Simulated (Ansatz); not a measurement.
Reaction (formal exchange of groups at a C–Ga bond): `N#[C][GaH2]` + acetonitrile → `N#CCC#N` + `[GaH3]`

Program: Ansatz. Geometries: PBE0-D4/def2-TZVP. ΔE: electronic, gas phase. CCSD(T)/CBS adds triple-zeta CCSD(T) − MP2 to the extrapolated MP2 energy (def2 sets, frozen cores). This one scheme is used for every species. Functionals use def2-TZVPP. For Ga outer-core shells are correlated without core-valence functions, which leaves a few kJ/mol of doubt a bond. Scalar relativity is left out up to krypton.

CCSD(T)/CBS gives +1.11 eV.

(1) Another level gave +0.98 eV. Which?
A. PBE-D4/def2-TZVPP
B. LDA (SPW92)/def2-TZVPP
C. HF/def2-TZVPP
D. r2SCAN0/def2-TZVPP

Largest T1 diagnostic among the species: 0.014.

Results:

(1) A. PBE-D4 0.98, r2SCAN0 1.07, LDA (SPW92) 0.89, HF/def2-TZVPP 1.14 eV.

At CCSD(T), def2-SVP lies −0.13 eV from the extrapolated value and def2-TZVPP −0.01 eV. From BLYP to BHLYP (50 % exact exchange), in def2-TZVPP and without D4, ΔE moves by +0.04 eV. Leaving LDA and LC-ωPBE aside and taking each functional with its dispersion term where it has one, the values, not all of them listed here, spread over 0.12 eV, from B97M-V to BHLYP-D4. LDA lies −0.10 eV from PBE without D4.

CCSD(T)/CBS has its own doubt, a few kJ/mol and more with outer-core shells, so smaller differences from it don't rank the levels.
